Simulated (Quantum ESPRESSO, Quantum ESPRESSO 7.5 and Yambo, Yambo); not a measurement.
**AgBr (Fm-3m): G0W0 on several meshes in Yambo**

How does the mesh move the gap of AgBr (Fm-3m)?

Calculated with Quantum ESPRESSO 7.5 and Yambo 5.3.0; PBE and many-body steps on it, plane waves.

The database entry behind the starting cell differs from later determinations by our own check (about 0.6 % short of the room-temperature cell), so it need not match the best structure at ambient conditions.

## Step 1: The structure

Symmetry: Fm-3m, No. 225, cubic system. Conventional cell: a = 5.740 Å, b = 5.740 Å, c = 5.740 Å, α = 90.00°, β = 90.00°, γ = 90.00°. Ag has 6 Br at 2.87 Å nearest. Nearest to Br lie 6 Ag at 2.87 Å. Farther neighbours and most contacts between anions are not listed.

The cell and positions come from the Crystallography Open Database and are kept as given unless a step says otherwise.

## Step 2: Empty states on the mesh, 4×4×4 mesh, 575 bands

This step: Quantum ESPRESSO 7.5; DFT, PBE, plane waves, norm-conserving pseudopotentials.

The sums over transitions need many empty states on a uniform mesh; this step solves for them.

File pw.in:

```
&control
  calculation = 'nscf'
  prefix = 'x'
  outdir = 'o'
  pseudo_dir = 'pseudo'
/
&system
  ibrav = 0
  nat = 2
  ntyp = 2
  ecutwfc = 76.0
  nbnd = 575
  force_symmorphic = .true.
/
&electrons
  conv_thr = 1e-9
  electron_maxstep = 80
  diago_full_acc = .true.
  diago_thr_init = 5e-6
/
ATOMIC_SPECIES
  Ag 107.87 Ag.upf
  Br 79.904 Br.upf
CELL_PARAMETERS angstrom
  -0.0000000000 2.8701500000 2.8701500000
  2.8701500000 0.0000000000 2.8701500000
  2.8701500000 2.8701500000 0.0000000000
ATOMIC_POSITIONS crystal
  Ag 0.0000000000 0.0000000000 0.0000000000
  Br 0.5000000000 0.5000000000 0.5000000000
K_POINTS automatic
  4 4 4 0 0 0
```

The run is started by

```sh
> OMP_NUM_THREADS=1 mpirun -n 4 pw.x -nk 4 -in pw.in > pw.out
```

What it wrote:

```text
Program PWSCF v.7.5 starts

     This program is part of the open-source Quantum ESPRESSO suite
     for quantum simulation of materials; please cite
         "P. Giannozzi et al., J. Phys.:Condens. Matter 21 395502 (2009);
         "P. Giannozzi et al., J. Phys.:Condens. Matter 29 465901 (2017);
         "P. Giannozzi et al., J. Chem. Phys. 152 154105 (2020);
     in publications or presentations arising from this work. More details at

     Atomic positions and unit cell read from directory:
     o/x.save/

     Message from routine setup:
[...]
66.8888  67.6590  68.1242  68.7896  69.2319  69.2319  71.0270  71.0270
     [... 60 further rows ...]
   294.1846 294.1846 294.1881 294.2846 294.3067 296.5508 296.5508 296.7167
   296.7171 296.8487 296.8487 296.8626 296.8626 297.9692 298.1698

          k = 0.3536 0.0000 0.0000 (  3591 PWs)   bands (ev):

     [... further k-points ...]

     highest occupied, lowest unoccupied level (ev):     9.7176   10.3900

     XML data file, pseudopotentials, collected wavefunctions

=------------------------------------------------------------------------------=
   JOB DONE.
=------------------------------------------------------------------------------=
```

It took 1.7 min on 4 MPI ranks of Arm Neoverse V1, shared host; peak memory 1.1 GiB; 7 min of CPU time.

Numbers from this step:

| Item | Value |
| --- | --- |
| gap | 0.6724 eV |
| k of the valence top | 0, 0, -0.5 |
| k of the conduction bottom | 0, 0, 0 |
| least direct gap | 2.604 eV |
| k points computed | 8 |
| lowest point of the top converged band, above the valence top | 287.3112 eV |

On this mesh the gap is 0.672 eV.

The density comes from a self-consistent run that is not shown.

## Step 3: Conversion and set-up

This step: Yambo 5.3.0; conversion and set-up on PBE, plane waves, norm-conserving pseudopotentials.

The states are converted to the many-body program's format and the q mesh is built.

The run is started by

```sh
> (cd o/x.save; p2y > p2y.log; mv SAVE ../..); yambo > setup.log
```

What it wrote:

```text
 Yambo, version 5.3.0

 [02] CORE Variables Setup
 =========================

  [02.01] Unit cells
  ==================

  Cell kind             :  FCC
  Atoms in the cell     :  Ag  Br
  number of Ag atoms    :  1
  number of Br atoms    :  1

  List of atomic masses
  Mass of Ag    :  107.8700
  Mass of Br    :  79.90400

  List of atomic coordinates    : [cc]
  Ag1       :  0.000000  0.000000  0.000000  order 1
  Br1       :  5.423797  5.423797  5.423797  order 2

  Alat factors          :  5.423797  5.423797  5.423797 [a.u.]
  Direct lattice volume :  319.1100 [a.u.]
[...]
==========================================

 IBZ Q-points                                      :   8
 BZ  Q-points                                      :   64

 K/Q-points units:
 rlu = crystal or reduced units; cc = cartesian coordinates; iku = interal k-units

 Q [1]          [rlu]:  0.000000  0.000000  0.000000
 Q [2]          [rlu]:  0.11377E-17  0.11377E-17  0.25000
 Q [3]          [rlu]: -0.22755E-17 -0.22755E-17 -0.50000
[...]
Q [7]          [rlu]:  0.22019E-17 -0.50000     -0.50000
 Q [8]          [rlu]:  0.250000 -0.500000 -0.250000

  [03.01] X indexes
  =================

   [03.01.01] Sigma indexes
   ========================

 [06] Game Over & Game summary
```

Run time: 2.7 s. Hardware: 1 MPI rank; peak memory 0.25 GiB.

## Step 4: 4×4×4

Now the one-shot GW correction: screening in the RPA, then the self-energy of the levels asked for.

This step: G0W0 on PBE, plane waves, norm-conserving pseudopotentials.

File gw2.in:

```
HF_and_locXC
gw0
dyson
ppa
em1d
rim_cut
RandQpts= 1000000
RandGvec= 1 RL
EXXRLvcs= 76 Ry
VXCRLvcs= 304 Ry
Chimod= "HARTREE"
% BndsRnXp
 1 | 245 |
%
NGsBlkXp= 17 Ry
% LongDrXp
 1 | 1 | 1 |
%
% GbndRnge
 1 | 245 |
%
DysSolver= "n"
ExtendOut
PPAPntXp= 27.21138 eV
% QPkrange
 3 | 3 | 17 | 20 |
 1 | 1 | 17 | 20 |
%
```

The run is started by

```sh
> OMP_NUM_THREADS=1 mpirun -n 4 yambo -F gw2.in -J gw2 -C gw2 > gw2.log
```

What it wrote:

```text
 Yambo, version 5.3.0

 [02] CORE Variables Setup
 =========================

  [... cell, symmetries and grids as in the set-up ...]

  [02.05] Energies & Occupations
  ==============================

  [X] === General ===
  [X] Electronic Temperature                        :  0.000000  0.000000 [eV K]
  [X] Bosonic    Temperature                        :  0.000000  0.000000 [eV K]
  [X] Finite Temperature mode                       : no
  [X] El. density                                   :  0.76131E+24 [cm-3]
  [X] Fermi Level                                   :  9.717580 [eV]

  [X] === Gaps and Widths ===
  [X] Conduction Band Min                           :  0.672400 [eV]
  [X] Valence Band Max                              :  0.000000 [eV]
  [X] Filled Bands                                  :  18
  [X] Empty Bands                                   :    19   575
  [X] Direct Gap                                    :  2.604421 [eV]
  [X] Direct Gap localized at k                     :  1
  [X] Indirect Gap                                  :  0.672400 [eV]
  [X] Indirect Gap between kpts                     :  3  1
  [X] Last valence band width                       :  2.284116 [eV]
  [X] 1st conduction band width                     :  4.310293 [eV]

 [03] Transferred momenta grid and indexing
 ==========================================

 IBZ Q-points                                      :   8
 BZ  Q-points                                      :   64

 K/Q-points units:
 rlu = crystal or reduced units; cc = cartesian coordinates; iku = interal k-units

 Q [1]          [rlu]:  0.000000  0.000000  0.000000
 Q [2]          [rlu]:  0.11377E-17  0.11377E-17  0.25000
 Q [3]          [rlu]: -0.22755E-17 -0.22755E-17 -0.50000
 Q [4]          [rlu]: -0.11010E-17  0.25000      0.25000
 Q [5]          [rlu]:  0.15016E-16  0.25000      0.50000
 Q [6]          [rlu]: -0.22755E-17  0.25000     -0.25000
 Q [7]          [rlu]:  0.22019E-17 -0.50000     -0.50000
 Q [8]          [rlu]:  0.250000 -0.500000 -0.250000

 [04] Coloumb potential Random Integration (RIM)
 ===============================================

  [04.01] RIM initialization
  ==========================

  * Diagonal components only detected *

  8 x (sBL volume)        :  0.097165 [a.u.]
  sBZ random points       :  1000000
  Points outside the sBZ  :   7968281
  RL volume               :  0.777319 [a.u.]
  Integrated volume       :  0.780413 [a.u.]

  [04.02] RIM integrals
  =====================

  Gamma point sphere radius             :  0.083391 [a.u.]
  Points outside the sphere             :   800476
  [Int_sBZ(q=0) 1/q^2]*(Vol_sBZ)^(-1/3) =:  7.776341
                                 should be <:  7.795600

  Summary of Coulomb integrals for non-metallic bands |Q|[au] RIM/Bare

  Q [1] 0.100000E-4 0.997530 * Q [2] 0.250811 1.068455
  Q [4] 0.289612 1.066792 * Q [6] 0.409573 1.029758
  Q [5] 0.480267 1.022667 * Q [3] 0.501623 1.020719
  Q [7] 0.579224 1.017590 * Q [8] 0.647592 1.014588

 [WARNING] [Xp] User bands 1-245 break level degeneracy

 [05] Dipoles
 ============

  [05.01] Setup: observables and procedures
  =========================================

 [06] Dynamic Dielectric Matrix (PPA)
 ====================================

 [WR./gw2//ndb.pp]---------------------------------------------------------------
  Brillouin Zone Q/K grids (IBZ/BZ)                :    8   64    8   64
  RL vectors                                       :   4477 [WF]
  Coulomb cutoff potential                         : none
  Electronic Temperature                           :  0.000000 [K]
  Bosonic    Temperature                           :  0.000000 [K]
  PPA    diel. fun.  energies                      : Perdew, Burke & Ernzerhof(X)+Perdew, Burke & Ernzerhof(C)
  wavefunctions                                    : Perdew, Burke & Ernzerhof(X)+Perdew, Burke & Ernzerhof(C)
  Global Gauge                                     : length
  X matrix size                                    :   387
  X band range                                     :    1  245
  X e/h energy range                               : -1.000000 -1.000000 [eV]
  X Time ordering                                  : R
  X Hxc Kernel                                     : HARTREE
  X Drude frequency                                :  0.000000  0.000000
  X poles                                          :  100.0000 [o/o]
  RL vectors in the sum                            :   4477
  [r,Vnl] included                                 : yes
  Field direction                                  :  0.577350E-5  0.577350E-5  0.577350E-5
  BZ energy Double Grid                            : no
  BZ energy DbGd points                            : 0
  BZ Q point size factor                           : -1.000000
  X Optical Averaged directions                    : none

 [07] Local Exchange-Correlation + Non-Local Fock
 ================================================

 [VXC] Plane waves :  28571
 [EXS] Plane waves :   3647

 QP @ state[ 1 ] K range:  1  1
 QP @ state[ 1 ] b range:  17  20
 QP @ state[ 2 ] K range:  3  3
 QP @ state[ 2 ] b range:  17  20

 [xc] Functional : Perdew, Burke & Ernzerhof(X)+Perdew, Burke & Ernzerhof(C)
 [xc] LIBXC used to calculate xc functional
  PP Number of Atomic Species                      :  2
  NLCC RL compoments                               :  28571
  PP Number of Atomic Species                      :  2
  NLCC RL compoments                               :  28571

 [xc] E_xc :  -26.50683 [Ha]
      E_xc :  -53.01365 [Ry]

  Local XC kind (lXC) : Perdew, Burke & Ernzerhof(X)+Perdew, Burke & Ernzerhof(C)
  Non-Local XC kind (nlXC) : Hartree-Fock

  Corrections @ K [1] :  [eV]
 <17|nlXC|17> = -19.87249 -0.11956E-17 <17|lXC|17> = -14.93821 -0.47204E-15
 <18|nlXC|18> = -19.87253  0.39273E-17 <18|lXC|18> = -14.93821  0.000000
 <19|nlXC|19> = -7.964385 -0.23713E-17 <19|lXC|19> = -11.69944  0.37763E-15
 <20|nlXC|20> = -6.578837 -0.34575E-18 <20|lXC|20> = -11.72707 -0.94408E-16

  Corrections @ K [3] :  [eV]
 <17|nlXC|17> = -26.16306  0.96993E-17 <17|lXC|17> = -20.98153  0.14161E-15
 <18|nlXC|18> = -26.16304  0.10514E-16 <18|lXC|18> = -20.98153 -0.18882E-15
 <19|nlXC|19> = -5.459484 -0.29227E-18 <19|lXC|19> = -9.398565  0.14161E-15
 <20|nlXC|20> = -9.525898 -0.18491E-18 <20|lXC|20> = -14.59550 -0.48679E-16

 [08] Dyson equation: Newton solver
 ==================================

  [08.01] G0W0 (W PPA)
  ====================

  [  GW  ] Bands range     :    1  245
  [GW/PPA] G damping       :  0.100000 [eV]

  QP @ state[ 1 ] K range:  1  1
  QP @ state[ 1 ] b range:  17  20
  QP @ state[ 2 ] K range:  3  3
  QP @ state[ 2 ] b range:  17  20

   Sc/G bands                                       :    1  245
   Sc/G damping                                     :  0.100000 ev
   Sc bands terminator                              : no
   Sx RL components                                 :   3647

   QP @ state[ 1 ] K range                          :  1  1
   QP @ state[ 1 ] b range                          :  17  20
   QP @ state[ 2 ] K range                          :  3  3
   QP @ state[ 2 ] b range                          :  17  20
   GF energies kind                                 : Perdew, Burke & Ernzerhof(X)+Perdew, Burke & Ernzerhof(C)
   GF WF`s kind                                     : Perdew, Burke & Ernzerhof(X)+Perdew, Burke & Ernzerhof(C)
   Xs energies kind                                 : Perdew, Burke & Ernzerhof(X)+Perdew, Burke & Ernzerhof(C)
   Xs WF`s kind                                     : Perdew, Burke & Ernzerhof(X)+Perdew, Burke & Ernzerhof(C)

 [11] Game Over & Game summary
```

Run time: 6.6 min. Hardware: 4 MPI ranks; peak memory 2 GiB; 26 min of CPU time.

This step gave:

```
G0W0 gap on the points computed              : 2.086 eV
starting gap on the mesh                     : 0.6724 eV
k of the valence top                         : 0, 0, -0.5
k of the conduction bottom                   : 0, 0, 0
least direct G0W0 gap on the computed points : 4.523 eV
Z at the valence top                         : 0.8016
Z at the conduction bottom                   : 0.8278
```

The gap on the mesh goes from 0.67 eV to 2.09 eV, a correction of +1.41 eV.

## Step 5: Empty states on the mesh, 2×2×2 mesh, 245 bands

This step: Quantum ESPRESSO 7.5; DFT, PBE, plane waves, norm-conserving pseudopotentials.

pw.in: that of step 2 with these lines changed.

```diff
@@ -11,3 +11,3 @@
   ecutwfc = 76.0
-  nbnd = 575
+  nbnd = 245
   force_symmorphic = .true.
@@ -31,2 +31,2 @@
 K_POINTS automatic
-  4 4 4 0 0 0
+  2 2 2 0 0 0
```

The run is started by

```sh
> OMP_NUM_THREADS=1 mpirun -n 4 pw.x -nk 4 -in pw.in > pw.out
```

What it wrote:

```text
[banner, memory and clock lines left out]
Program PWSCF v.7.5 starts

     Atomic positions and unit cell read from directory:
     o/x.save/

     Message from routine setup:
     using ibrav=0 with symmetry is DISCOURAGED, use correct ibrav instead

     Message from routine divide_et_impera:
     suboptimal parallelization: some nodes have no k-points

     G-vector sticks info

     bravais-lattice index     =            0
     lattice parameter (alat)  =       7.6704  a.u.
     unit-cell volume          =     319.1100 (a.u.)^3
     number of atoms/cell      =            2
[...]
163.6736 163.7869 163.7869 163.7869 164.1339

          k =-0.3536-0.3536 0.3536 (  3582 PWs)   bands (ev):

[...]
[... 19 further rows ...]
[...]
162.7754 164.1132 164.1214 164.1214 164.6484

          k =-0.7071 0.0000 0.0000 (  3572 PWs)   bands (ev):

[...]
67.9246  68.6067  68.6898  69.5396  69.5396  70.1782  72.3482  72.7537
     [... 19 further rows ...]
   160.6658 160.6658 164.4071 165.3820 165.5821 166.5609 166.5816 167.3318
   167.3318 167.8936 167.8936 169.5014 169.7389

     highest occupied, lowest unoccupied level (ev):     9.7176   10.3900

     XML data file, pseudopotentials, collected wavefunctions
```

Run time: 12 s. Hardware: 4 MPI ranks; peak memory 0.42 GiB; 46 s of CPU time.

This step gave:

```
gap                                                           : 0.6724 eV
k of the valence top                                          : 0, 0, -0.5
k of the conduction bottom                                    : 0, 0, 0
least direct gap                                              : 2.604 eV
k points computed                                             : 3
lowest point of the top converged band, above the valence top : 154.4163 eV
```

On this mesh the gap is 0.672 eV.

(Continued in part 2 of 2.)

[Paths, hosts, dates, memory and timing lines, banners, echoed tables and standing remarks are left out of the program output.]

[Logs are printed without paths, hosts, clocks, repeated set-up lines and the standing remarks that a program may print on its own settings, such as how far it seeks lower states.]

[Runs of the session that timed out or met a known fault of the program may be left out.]

[Hosts, paths, dates, database ids (printed as entryN), source tags and the programs' standing remarks are cut or masked in the printed files.]
